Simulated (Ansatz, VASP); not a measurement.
# Cross-check of Te2Mo between VASP and Ansatz

Aim: how closely do two programs agree when they are given the same cell, functional and k mesh? The cell is taken from a series of runs on this material, whose earlier steps may have relaxed, scaled, displaced or heated it; both programs get it as it stands. Other levels of theory on this material are compared in a session of their own.

Calculated with Ansatz 0.2.0; plane waves, with VASP 6.6.1 beside it; single point at PBEsol, spin-orbit coupling.

**1. The structure**

The cell holds 3 atoms: 1 Mo and 2 Te. Its edges and angles: a = 3.444 Å, b = 3.444 Å, c = 30.500 Å, α = 90.0°, β = 90.0°, γ = 120.0°. Vacuum lies along c.

As a file:

```xyz
3
Lattice="3.4444 0.0000 0.0000 -1.7222 2.9829 0.0000 0.0000 0.0000 30.5000" Properties=species:S:1:pos:R:3
Mo    0.0000    1.9886   15.2500
Te    1.7222    0.9943   17.0657
Te    1.7222    0.9943   13.4343
```

**2. VASP: single point, PBEsol, spin-orbit coupling**

With cell and atoms fixed, the geometry can't cause a difference; cores, projectors, grids and the points listed under the comparison can.

Lines of VASP's logs that name or quote its potential files are left out, and so is its time.

INCAR reads:

```
SYSTEM = Te2Mo
PREC = Accurate
ENCUT = 400
EDIFF = 1E-06
NELM = 200
ISMEAR = -1
SIGMA = 0.02
LREAL = .FALSE.
ALGO = Normal
GGA = PS
LNONCOLLINEAR = .TRUE.
MAGMOM = 0 0 0 0 0 0 0 0 0
NBANDS = 38
GGA_COMPAT = .FALSE.
LASPH = .TRUE.
LSORBIT = .TRUE.
LMAXMIX = 4
LORBIT = 11
LWAVE = .FALSE.
LCHARG = .FALSE.
ISIF = 2
LDIPOL = .TRUE.
IDIPOL = 3
DIPOL = 0.5 0.5 0.5
LVHAR = .TRUE.
EFERMI = MIDGAP
NELMDL = -8
KPAR = 2
```

POSCAR reads:

```
Te2Mo
1.0
    3.4443572720      0.0000000000      0.0000000000
   -1.7221786360      2.9829008973      0.0000000000
    0.0000000000      0.0000000000     30.5000000000
Mo Te
1 2
Direct
    0.3333333333      0.6666666667      0.5000000000
    0.6666666667      0.3333333333      0.5595307511
    0.6666666667      0.3333333333      0.4404692489
```

KPOINTS reads:

```
Automatic mesh
0
Gamma
6 6 1
0 0 0
```

Potentials, in the order of the species: Mo_sv and Te (PBE family, release 64).

Command:

```sh
$ mpirun -np 2 vasp_ncl
```

Numbers of over 12 decimals in the logs are rounded to 6 here.

What it wrote:

```text
[banner, memory and clock lines left out]
running    2 mpi-ranks, on    1 nodes
 distrk:  each k-point on    1 cores,    2 groups
 distr:  one band on    1 cores,    1 groups

 POSCAR found type information on POSCAR MoTe
 POSCAR found :  2 types and       3 ions
|                                                                             |
|               ----> ADVICE to this user running VASP <----                  |
|                                                                             |
|     You enforced a specific xc type in the INCAR file but a different       |
|     [... a line on the potential file left out ...]
|     I HOPE YOU KNOW WHAT YOU ARE DOING!                                     |
|                                                                             |

 LDA part: xc-table for (Slater+PW92), standard interpolation
 POSCAR, INCAR and KPOINTS ok, starting setup
 FFT: planning ... GRIDC
 FFT: planning ... GRID_SOFT
 FFT: planning ... GRID
 WAVECAR not read
 entering main loop
       N       E                     dE             d eps       ncg     rms          rms(c)
DAV:   1     0.183010081030E+03    0.18301E+03   -0.10305E+04   952   0.818E+02
DAV:   2    -0.440402820901E+01   -0.18741E+03   -0.18179E+03  1080   0.215E+02
DAV:   3    -0.201659978533E+02   -0.15762E+02   -0.15519E+02  1008   0.583E+01
DAV:   4    -0.206462932880E+02   -0.48030E+00   -0.47624E+00  1078   0.102E+01
DAV:   5    -0.206532202913E+02   -0.69270E-02   -0.69234E-02   968   0.140E+00
DAV:   6    -0.206534390622E+02   -0.21877E-03   -0.21876E-03  1018   0.219E-01
DAV:   7    -0.206534469186E+02   -0.78563E-05   -0.78559E-05   988   0.418E-02
DAV:   8    -0.206534472879E+02   -0.36929E-06   -0.36922E-06   850   0.829E-03    0.179E+01
DAV:   9    -0.201470699066E+02    0.50638E+00   -0.25733E+00   828   0.115E+01    0.678E+00
DAV:  10    -0.200725692668E+02    0.74501E-01   -0.16947E+00   822   0.844E+00    0.476E+00
DAV:  11    -0.198992912311E+02    0.17328E+00   -0.47530E-01   810   0.493E+00    0.203E+00
DAV:  12    -0.198967609270E+02    0.25303E-02   -0.43825E-02   868   0.108E+00    0.791E-01
DAV:  13    -0.198951715462E+02    0.15894E-02   -0.23491E-03   994   0.284E-01    0.496E-01
DAV:  14    -0.198946267598E+02    0.54479E-03   -0.86500E-04   890   0.213E-01    0.222E-01
[...]
DAV:  21    -0.198950843595E+02   -0.24030E-04   -0.20868E-06   804   0.723E-03    0.579E-03
DAV:  22    -0.198951046829E+02   -0.20323E-04   -0.45527E-07   648   0.343E-03    0.339E-03
DAV:  23    -0.198951512524E+02   -0.46569E-04   -0.27284E-06   688   0.582E-03    0.357E-03
DAV:  24    -0.198951622053E+02   -0.10953E-04   -0.22608E-07   668   0.227E-03    0.130E-03
DAV:  25    -0.198951704957E+02   -0.82903E-05   -0.22991E-07   636   0.221E-03    0.196E-03
DAV:  26    -0.198951722946E+02   -0.17989E-05   -0.21157E-08   568   0.646E-04    0.125E-03
DAV:  27    -0.198951762436E+02   -0.39490E-05   -0.85970E-08   616   0.108E-03    0.851E-04
DAV:  28    -0.198951769664E+02   -0.72286E-06   -0.20709E-08   584   0.455E-04
   1 F= -.19895177E+02 E0= -.19895177E+02  d E =-.763058E-13  mag=     0.0000    -0.0000    -0.0000
```

From OUTCAR (step 2):

```text
ion  position               nearest neighbor table
   1  0.333  0.667  0.500-   2 2.69   3 2.69   2 2.69   3 2.69   2 2.69   3 2.69
   2  0.667  0.333  0.560-   1 2.69   1 2.69   1 2.69   3 3.63
   3  0.667  0.333  0.440-   1 2.69   1 2.69   1 2.69   2 3.63

  LATTYP: Found a hexagonal cell.
 ALAT       =     3.4443572720
 C/A-ratio  =     8.8550628147

 Subroutine GETGRP returns: Found 12 space group operations
 (whereof 12 operations were pure point group operations)

The static configuration has the point symmetry D_3h.

 Found     10 irreducible k-points:

   k-points           NKPTS =     10   k-points in BZ     NKDIM =     10   number of bands    NBANDS=     38

   dimension x,y,z NGX =    24 NGY =   24 NGZ =  200
   dimension x,y,z NGXF=    48 NGYF=   48 NGZF=  400

   ENCUT  =  400.0 eV  29.40 Ry    5.42 a.u.   5.62  5.62 49.74*2*pi/ulx,y,z

   NELECT =      26.0000    total number of electrons

 k-points in reciprocal lattice and weights: Automatic mesh
   0.00000000  0.00000000  0.00000000       0.028
   0.16666667  0.00000000  0.00000000       0.083
  -0.16666667  0.00000000  0.00000000       0.083
   0.33333333 -0.00000000  0.00000000       0.083
  -0.33333333  0.00000000  0.00000000       0.083
   0.50000000 -0.00000000  0.00000000       0.083
   0.16666667  0.16666667  0.00000000       0.167
   0.33333333  0.16666667  0.00000000       0.167
  -0.33333333 -0.16666667  0.00000000       0.167
   0.33333333  0.33333333  0.00000000       0.056

 dipolmoment           0.000000      0.000000     -0.000000 electrons x Angstroem

 average (electrostatic) potential at core
       1 -82.8815       2 -95.6669       3 -95.6669

 E-fermi :  -1.1555

 k-point     1 :       0.0000    0.0000    0.0000
  band No.  band energies     occupation
    ...
     22      -2.8168      1.00000
     23      -2.4835      1.00000
     24      -2.4835      1.00000
     25      -2.4445      1.00000
     26      -2.4445      1.00000
     27       1.2645      0.00000
     28       1.2645      0.00000
     29       1.5863      0.00000
     30       1.5863      0.00000
     31       1.9398      0.00000
    ...

 k-point     2 :       0.1667    0.0000    0.0000
  band No.  band energies     occupation
    ...
     22      -3.0870      1.00000
     23      -2.6597      1.00000
     24      -2.6597      1.00000
     25      -2.4884      1.00000
     26      -2.4884      1.00000
     27       0.2229      0.00000
     28       0.2229      0.00000
     29       0.5266      0.00000
     30       0.5266      0.00000
     31       1.1681      0.00000
    ...

 k-point     3 :      -0.1667    0.0000    0.0000
  band No.  band energies     occupation
    ...
     22      -3.0870      1.00000
     23      -2.6597      1.00000
     24      -2.6597      1.00000
     25      -2.4884      1.00000
     26      -2.4884      1.00000
     27       0.2229      0.00000
     28       0.2229      0.00000
     29       0.5266      0.00000
     30       0.5266      0.00000
     31       1.1681      0.00000
    ...

  Total        1.1316722      1.1316722      0.3961500      0.0000000      0.0000000     -0.0000000
  in kB        5.7860793      5.7860793      2.0254585      0.0000000      0.0000000     -0.0000000
  external PRESSURE =       4.5325390 kB  Pullay stress =       0.0000000 kB

  energy-cutoff  :      400.00
  volume of cell :      313.36
      direct lattice vectors                 reciprocal lattice vectors
     3.444357272  0.000000000  0.000000000     0.290329928  0.167622062  0.000000000
    -1.722178636  2.982900897  0.000000000     0.000000000  0.335244125  0.000000000
     0.000000000  0.000000000 30.500000000     0.000000000  0.000000000  0.032786885

 POSITION                                       TOTAL-FORCE (eV/Angst)
 -----------------------------------------------------------------------------------
     -0.00000      1.98860     15.25000         0.000000      0.000000      0.000000
      1.72218      0.99430     17.06569        -0.000000     -0.000000      0.137915
      1.72218      0.99430     13.43431        -0.000000     -0.000000     -0.137915
 -----------------------------------------------------------------------------------
    total drift:                                0.000000     -0.000000     -0.000000

  FREE ENERGIE OF THE ION-ELECTRON SYSTEM (eV)
  ---------------------------------------------------
  free  energy   TOTEN  =       -19.8951769664 eV

  energy  without entropy=      -19.8951769664  energy(sigma->0) =      -19.89517697

 vacuum level on the upper side and lower side of the slab         3.049         3.049

 Spin-Orbit-Coupling matrix elements
 Ion:    1  E_soc:     -0.2045800
 Ion:    2  E_soc:     -0.1977320
 Ion:    3  E_soc:     -0.1977320

 total charge
# of ion       s       p       d       tot
------------------------------------------
    1        2.261   6.160   4.035  12.457
    2        1.384   1.994   0.067   3.446
    3        1.384   1.994   0.067   3.446
--------------------------------------------------
tot          5.030  10.149   4.170  19.349

 magnetization (x)
# of ion       s       p       d       tot
------------------------------------------
    1       -0.000   0.000   0.000   0.000
    2        0.000  -0.000   0.000  -0.000
    3        0.000   0.000  -0.000   0.000
--------------------------------------------------
tot         -0.000   0.000  -0.000  -0.000

 magnetization (y)
# of ion       s       p       d       tot
------------------------------------------
    1        0.000   0.000   0.000   0.000
    2        0.000  -0.000   0.000  -0.000
    3       -0.000   0.000   0.000   0.000
--------------------------------------------------
tot         -0.000  -0.000   0.000  -0.000

 magnetization (z)
# of ion       s       p       d       tot
------------------------------------------
    1        0.000  -0.000  -0.000  -0.000
    2        0.000   0.000   0.000   0.000
    3        0.000  -0.000   0.000  -0.000
--------------------------------------------------
tot          0.000   0.000  -0.000  -0.000

[... 3 further parts left out ...]
```

(Part 1 of 2 ends here.)

[Lines on the potential files, build, host, timing and source positions are cut from VASP's logs without a mark.]

[Logs are printed without paths, hosts, clocks, repeated set-up lines and the standing remarks that a program may print on its own settings, such as how far it seeks lower states.]

[Hosts, paths, dates, database ids (printed as entryN), source tags and the programs' standing remarks are cut or masked in the printed files.]
